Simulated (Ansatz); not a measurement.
This log comes from Ansatz, run on BeTe built on the zincblende prototype. The cell was relaxed with r2SCAN and then strained (isotropic -2.0 % on every length), with the atoms relaxed again with r2SCAN; k points keep the names of the unstrained zone.

The cell:
```
Be Te
1.0
     0.00000    2.77205    2.77205
     2.77205    0.00000    2.77205
     2.77205    2.77205    0.00000
Be Te
1 1
Direct
  0.00000 0.00000 0.00000
  0.25000 0.25000 0.25000
```

Output, abridged:
```
scf.n_extra_bands = 4 over 9 filled bands (N_el = 18.0): the run solves 13 bands
Functional definition: r2SCAN
Crystal: 2 atoms, lattice volume = 42.602 Å³
Basis set: ecut = 500 eV, 1067 PW (Γ)
Symmetry: 24 space group operations
Space group: F-43m (ITA 216)
k-points: 29 of 512 (time reversal used)
Free energy (F): -7089.057414 eV
Fermi energy:    7.906966 eV
--- Per-component energies (eV) ---
  E_band       = -271.087295
  E_kinetic    = 200.895772
  E_local      = -1329.454197
  E_nonlocal   = -305.309140
  E_hartree    = 841.702328
  E_xc         = -134.189833
  E_vxc        = -133.880017
  E_paw        = -4748.255029
  E_vpaw       = -394.322064
  E_vtau       = 7.578995
  E_ewald      = -1614.720112
  E_core_change = 0.272828
--- Forces (eV/Å), atoms counted from 1 ---
  atom   1  Be      0.00000      0.00000      0.00000
  atom   2  Te      0.00000      0.00000      0.00000
--- Stress (GPa, compression-positive) ---
        4.047553       0.000000       0.000000
        0.000000       4.047553       0.000000
        0.000000       0.000000       4.047553
  P = ⅓ Tr σ = 4.0476 GPa (40.476 kbar)
--- Band table (eV; the first three rows and the last of 29) ---
  k-point 0: bands = […, -29.2165, -29.2165, -5.2221, 7.9070, 7.9070, 7.9070, 11.8826, 11.8826, 11.8826, 12.7798]
  k-point 1: bands = […, -29.2164, -29.2164, -5.0541, 6.5131, 7.6457, 7.6457, 12.0014, 12.2659, 12.2659, 13.9441]
  k-point 2: bands = […, -29.2161, -29.2161, -4.5869, 4.3192, 7.1594, 7.1594, 11.8193, 12.8426, 12.8426, 15.8806]
  k-point 28: bands = […, -29.2176, -29.2143, -3.0277, 2.8874, 3.8216, 4.3667, 13.6234, 13.9638, 14.2312, 14.7681]
```

The file bands.tsv (bands near the Fermi energy, numbered from 0, rounded):
```tsv
# k_distance	band_4	band_5	band_6	band_7	band_8	band_9	band_10	band_11	band_12
# fermi_ev = 7.906966
# [0, 0, 0] at k_distance = 0.000000
# [-0.5, -0.5, 0] at k_distance = 1.133310
# [-0.375, -0.375, 0.25] at k_distance = 1.533995
# [-0.375, 0, 0.375] at k_distance = 2.228003
# [0, 0, 0.5] at k_distance = 2.922011
# [-0.5, -0.25, 0.25] at k_distance = 3.723382
# [0, 0.5, 0.5] at k_distance = 4.990460
# levels_relative_to = fermi_ev
0.000	-37.123	-13.129	0.000	0.000	0.000	3.976	3.976	3.976	4.873
1.133	-37.120	-10.976	-5.612	-2.932	-2.932	2.223	2.925	10.929	10.929
1.534	-37.121	-11.003	-5.217	-4.281	-2.476	3.003	5.794	8.752	9.219
2.228	-37.121	-11.003	-5.217	-4.281	-2.476	3.003	5.794	8.752	9.219
2.922	-37.122	-11.561	-6.082	-1.255	-1.255	3.684	5.002	5.002	8.459
3.723	-37.121	-10.935	-5.020	-4.085	-3.540	5.716	6.057	6.324	6.861
4.990	-37.120	-10.976	-5.612	-2.932	-2.932	2.223	2.925	10.929	10.929
```
In order the rows are Γ, X, U, K, L, W, X.

Problem. Which of these blocks stood in the input: relax, gw, phonons, dielectric, magnetization (spin_orbit)?

Solution. None of them. A single point prints forces and stress when the output block asks for them.

Problem. Which k mesh was typed?

Solution. 8×8×8, Γ-centred.

Problem. How were the bands filled?

Solution. Fixed occupations.

Command: `ansatz run input.yaml --threads 2 --pin off --max-ram 29491MiB --backend cpu --events-out ev --progress --plain --runs-dir out`. Wall time 2.2 s on 2 threads of AMD EPYC 7R13 Processor (Zen 3), on a shared host, load about 0.8 per core; peak host memory 0.57 GiB.

No spin polarisation and no zero-point or thermal motion.

Spin-orbit coupling is left out, which matters wherever the heavy atoms make up the band edges.
